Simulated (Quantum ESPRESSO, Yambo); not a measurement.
# SiC (F-43m): G0W0 with Yambo, start to end, part 2 of 3

Aim: the G0W0 gap of SiC (F-43m) on PBE, step by step.

Quantum ESPRESSO 7.5 and Yambo 5.3.0; PBE and many-body steps on it, plane waves. Known limits of the many-body steps: not at the basis limit; coarse k mesh.

So far. Step 2 (Ground state): The gap is indirect, with the least direct gap 3.19 eV higher. Step 3 (Bands along the symmetry lines): The gap is 1.361 eV, as in the run before at this level.

### Step 4. Empty states on the mesh, 4×4×4 mesh, 50 bands

Level of this step: DFT, PBE, plane waves, norm-conserving pseudopotentials (Quantum ESPRESSO).

The sums over transitions need many empty states on a uniform mesh; this step solves for them.

Contents of pw.in:

```
&control
  calculation = 'nscf'
  prefix = 'x'
  outdir = 'o'
  pseudo_dir = 'pseudo'
/
&system
  ibrav = 0
  nat = 2
  ntyp = 2
  ecutwfc = 74.0
  nbnd = 50
  force_symmorphic = .true.
/
&electrons
  conv_thr = 1e-9
  electron_maxstep = 80
  diago_full_acc = .true.
  diago_thr_init = 5e-6
/
ATOMIC_SPECIES
  Si 28.085 Si.upf
  C 12.011 C.upf
CELL_PARAMETERS angstrom
  -0.0000000000 2.1790000000 2.1790000000
  2.1790000000 -0.0000000000 2.1790000000
  2.1790000000 2.1790000000 -0.0000000000
ATOMIC_POSITIONS crystal
  Si 0.0000000000 0.0000000000 0.0000000000
  C 0.2500000000 0.2500000000 0.2500000000
K_POINTS automatic
  4 4 4 0 0 0
```

The run is started by

```
OMP_NUM_THREADS=1 mpirun -n 8 pw.x -nk 4 -in pw.in > pw.out
```

Output:

```text
[banner, memory and clock lines left out]
Program PWSCF v.7.5 starts

     Atomic positions and unit cell read from directory:
     o/x.save/

     Message from routine setup:
     using ibrav=0 with symmetry is DISCOURAGED, use correct ibrav instead

     bravais-lattice index     =            0
     lattice parameter (alat)  =       5.8233  a.u.
     unit-cell volume          =     139.6363 (a.u.)^3
     number of atoms/cell      =            2
     number of atomic types    =            2
     number of electrons       =         8.00
     number of Kohn-Sham states=           50
     kinetic-energy cutoff     =      74.0000  Ry
     charge density cutoff     =     296.0000  Ry
     Exchange-correlation= PBE
                           (   1   4   3   4   0   0   0)

     celldm(1)=   5.823326  celldm(2)=   0.000000  celldm(3)=   0.000000
     celldm(4)=   0.000000  celldm(5)=   0.000000  celldm(6)=   0.000000

     crystal axes: (cart. coord. in units of alat)
               a(1) = (  -0.000000   0.707107   0.707107 )
               a(2) = (   0.707107  -0.000000   0.707107 )
               a(3) = (   0.707107   0.707107  -0.000000 )

     reciprocal axes: (cart. coord. in units 2 pi/alat)
               b(1) = ( -0.707107  0.707107  0.707107 )
               b(2) = (  0.707107 -0.707107  0.707107 )
               b(3) = (  0.707107  0.707107 -0.707107 )
     Pseudo is Norm-conserving + core correction, Zval =  4.0
     Generated using ONCVPSP code by D. R. Hamann
     Using radial grid of 1510 points,  6 beta functions with:
     Pseudo is Norm-conserving + core correction, Zval =  4.0
     Generated using ONCVPSP code by D. R. Hamann
     Using radial grid of 1248 points,  4 beta functions with:
     Si                4.00    28.08500     Si( 1.00)
     C                 4.00    12.01100     C ( 1.00)

     24 Sym. Ops. (no inversion) found

   Cartesian axes

     site n.     atom                  positions (alat units)
         1        Si     tau(   1) = (   0.0000000   0.0000000   0.0000000  )
         2        C      tau(   2) = (   0.3535534   0.3535534   0.3535534  )

     number of k points=     8
                       cart. coord. in units 2pi/alat
        k(    1) = (   0.0000000   0.0000000   0.0000000), wk =   0.0312500
        k(    2) = (   0.1767767   0.1767767  -0.1767767), wk =   0.2500000
        k(    3) = (  -0.3535534  -0.3535534   0.3535534), wk =   0.1250000
[...]
k(    7) = (  -0.7071068   0.0000000   0.0000000), wk =   0.0937500
        k(    8) = (  -0.7071068   0.3535534   0.0000000), wk =   0.1875000

     Dense  grid:    12039 G-vectors     FFT dimensions: (  32,  32,  32)

     The potential is recalculated from file :
     o/x.save/charge-density

     Starting wfcs are    8 randomized atomic wfcs +   42 random wfcs

     Band Structure Calculation

     End of band structure calculation

          k = 0.0000 0.0000 0.0000 (  1459 PWs)   bands (ev):

    -5.9135   9.4961   9.4961   9.4961  15.7194  16.8074  16.8074  16.8074
    24.0247  24.0247  25.9551  26.7794  26.7794  26.7794  33.0140  43.0988
    43.0988  43.0988  51.0830  51.0830  51.0830  52.3680  52.3680  57.2867
[...]
82.8659  82.8659

          k = 0.1768 0.1768-0.1768 (  1489 PWs)   bands (ev):

[...]
91.8202  91.8202

          k =-0.3536-0.3536 0.3536 (  1502 PWs)   bands (ev):

[...]
67.3231  70.3832  74.4699  74.9168  74.9168  76.7796  76.7796  78.5456
    83.7103  84.4806  84.4806  90.2903  90.2903  92.1546  92.1546  92.5440
    93.9115  93.9115

          k = 0.3536 0.0000 0.0000 (  1491 PWs)   bands (ev):

     [... further k-points ...]

     highest occupied, lowest unoccupied level (ev):     9.4961   10.8574

     XML data file, pseudopotentials, collected wavefunctions
```

It took 1.2 s on 8 MPI ranks of Arm Neoverse V1, shared host; peak memory 0.05 GiB.

Numbers from this step:

- gap: 1.361 eV
- k of the valence top: 0, 0, 0
- k of the conduction bottom: 0, -0.5, -0.5
- least direct gap: 4.553 eV
- k points computed: 8
- lowest point of the top converged band, above the valence top: 73.3698 eV

On this mesh the gap is 1.361 eV.

### Step 5. Conversion and set-up

This step: Yambo 5.3.0; conversion and set-up on PBE, plane waves, norm-conserving pseudopotentials.

The states are converted to the many-body program's format and the q mesh is built.

The run is started by

```
(cd o/x.save; p2y > p2y.log; mv SAVE ../..); yambo > setup.log
```

Output:

```text
 Yambo, version 5.3.0

 [02] CORE Variables Setup
 =========================

  [02.01] Unit cells
  ==================

  Cell kind             :  FCC
  Atoms in the cell     :  Si  C
  number of Si atoms    :  1
  number of C  atoms    :  1

  List of atomic masses
  Mass of Si    :  28.08500
  Mass of C     :  12.01100

  List of atomic coordinates    : [cc]
  Si1       :  0.000000  0.000000  0.000000  order 1
  C1       :  2.058857  2.058857  2.058857  order 2

  Alat factors          :  4.117713  4.117713  4.117713 [a.u.]
  Direct lattice volume :  139.6363 [a.u.]
  Direct lattice vectors:  A[ 1 ]  A[ 2 ]  A[ 3 ]
   A[ 1 ]: -0.000000  1.000000  1.000000  [iru]
  -0.000000  4.117713  4.117713  [cc]
   A[ 2 ]:  1.000000 -0.000000  1.000000  [iru]
   4.117713 -0.000000  4.117713  [cc]
   A[ 3 ]:  1.000000  1.000000 -0.000000  [iru]
   4.117713  4.117713 -0.000000  [cc]

  Recip. lattice volume :  1.776402 [a.u.]
  Recip. lattice vectors:  B[ 1 ]  B[ 2 ]  B[ 3 ]
   B[ 1 ]: -0.500000  0.500000  0.500000  [iku]
  -0.762946  0.762946  0.762946  [cc]
   B[ 2 ]:  0.500000 -0.500000  0.500000  [iku]
   0.762946 -0.762946  0.762946  [cc]
   B[ 3 ]:  0.500000  0.500000 -0.500000  [iku]
   0.762946  0.762946 -0.762946  [cc]

  [02.02] Symmetries
  ==================

  Inversion symmetry    : yes
  Spatial inversion     : no
  Inversion index       :  25
  K-space Time-reversal : yes
  Magnetic symmetries   : no
  Time-reversal derived K-space symmetries:   25   48
  Group table correct   : yes
  Symmetries units      :  [cc]

   [S  1]:   1.0000      0.53036E-18  0.53036E-18  0.53036E-18   1.0000     -0.53036E-18 -0.53036E-18 -0.53036E-18   1.0000
   [S  2]:  -1.0000     -0.53036E-18  0.53036E-18 -0.53036E-18  -1.0000     -0.53036E-18  0.53036E-18  0.53036E-18   1.0000
   [S  3]:  -1.0000      0.53036E-18 -0.53036E-18 -0.53036E-18   1.0000      0.53036E-18  0.53036E-18 -0.53036E-18  -1.0000
[...]
[S  9]:  0.53036E-18   1.0000      0.53036E-18 -0.53036E-18  0.53036E-18   1.0000       1.0000     -0.53036E-18 -0.53036E-18
   [S 10]:  0.53036E-18  -1.0000     -0.53036E-18 -0.53036E-18 -0.53036E-18  -1.0000       1.0000      0.53036E-18  0.53036E-18
     [... 36 further rows ...]
   [S*47]:   1.0000      0.53036E-18 -0.53036E-18  0.53036E-18 -0.53036E-18  -1.0000     -0.53036E-18   1.0000      0.53036E-18
   [S*48]:   1.0000     -0.53036E-18  0.53036E-18  0.53036E-18  0.53036E-18   1.0000     -0.53036E-18  -1.0000     -0.53036E-18

  [02.03] Reciprocal space
  ========================

  nG shells         :  171
  nG charge         :  12039
  nG WFs            :  1909
  nC WFs            :  1524
  G-vecs. in first 17 shells:  [ Number ]
     1    9   15   27   51   59   65   89  113
    137   169   181   229   259   283   307   331
  ...
  Shell energy in first 17 shells:  [ mHa ]
[...]
K_min[ 3 ] : -0.95379E-17  0.25000      0.10718E-16 [rlu]
  Grid dimensions      :   4   4   4
  K lattice UC volume  :  0.027756 [a.u.]

  IBZ K-points                                      :   8
  BZ  K-points                                      :   64

  K/Q-points units:
  rlu = crystal or reduced units; cc = cartesian coordinates; iku = interal k-units

  K [1]          [rlu]:  0.000000  0.000000  0.000000
         WF components:  1459
  K [2]          [rlu]:  0.95379E-17  0.95379E-17  0.25000
         WF components:  1489
  K [3]          [rlu]: -0.19076E-16 -0.19076E-16 -0.50000
         WF components:  1502
  K [4]          [rlu]:  0.23594E-17  0.25000      0.25000
         WF components:  1491
  K [5]          [rlu]:  0.77657E-17  0.25000     -0.50000
         WF components:  1498
  [... 2 further k-points ...]
  K [8]          [rlu]:  0.250000 -0.500000 -0.250000
         WF components:  1480

  [02.05] Energies & Occupations
  ==============================

  [X] === General ===
  [X] Electronic Temperature                        :  0.000000  0.000000 [eV K]
  [X] Bosonic    Temperature                        :  0.000000  0.000000 [eV K]
  [X] Finite Temperature mode                       : no
  [X] El. density                                   :  0.38662E+24 [cm-3]
  [X] Fermi Level                                   :  9.496070 [eV]

  [X] === Gaps and Widths ===
  [X] Conduction Band Min                           :  1.361356 [eV]
  [X] Valence Band Max                              :  0.000000 [eV]
  [X] Filled Bands                                  :   4
  [X] Empty Bands                                   :    5   50
  [X] Direct Gap                                    :  4.552961 [eV]
  [X] Direct Gap localized at k                     :   7
  [X] Indirect Gap                                  :  1.361356 [eV]
  [X] Indirect Gap between kpts                     :   1   7
  [X] Last valence band width                       :  4.691455 [eV]
  [X] 1st conduction band width                     :  4.861997 [eV]

  E @ K [1]:  [eV]
   -15.410     -0.50352E-08 -0.96581E-09   0.0000       6.2234       7.3113       7.3113       7.3113
  occ @ K [1]
[...]
E @ K [2]:  [eV]
[...]
occ @ K [2]
[...]
E @ K [3]:  [eV]
[...]
occ @ K [3]
[...]
E @ K [4]:  [eV]
[...]
occ @ K [4]
[...]
E @ K [5]:  [eV]
[...]
occ @ K [5]
[...]
[... 2 further k-points ...]
  E @ K [8]:  [eV]
  -10.16196  -7.02712  -4.99241  -4.69145   5.21387   9.43879   9.45429   9.79476
  occ @ K [8]
   2.000000  2.000000  2.000000  2.000000  0.000000  0.000000  0.000000  0.000000

 [03] Transferred momenta grid and indexing
 ==========================================

 IBZ Q-points                                      :   8
 BZ  Q-points                                      :   64

 K/Q-points units:
 rlu = crystal or reduced units; cc = cartesian coordinates; iku = interal k-units

 Q [1]          [rlu]:  0.000000  0.000000  0.000000
 Q [2]          [rlu]: -0.86518E-17 -0.86518E-17  0.25000
 Q [3]          [rlu]:  0.17304E-16  0.17304E-16 -0.50000
[...]
Q [7]          [rlu]: -0.47188E-17 -0.50000     -0.50000
 Q [8]          [rlu]:  0.250000 -0.500000 -0.250000

  [03.01] X indexes
  =================

   [03.01.01] Sigma indexes
   ========================

 [06] Game Over & Game summary
```

The job ended after 2.1 s (1 MPI rank; peak memory 0.23 GiB).

(Continued in part 3 of 3.)

[Paths, hosts, dates, memory and timing lines, banners, echoed tables and standing remarks are left out of the program output.]

[Logs are printed without paths, hosts, clocks, repeated set-up lines and the standing remarks that a program may print on its own settings, such as how far it seeks lower states.]

[Runs of the session that timed out or met a known fault of the program may be left out.]

[Hosts, paths, dates, database ids (printed as entryN), source tags and the programs' standing remarks are cut or masked in the printed files.]
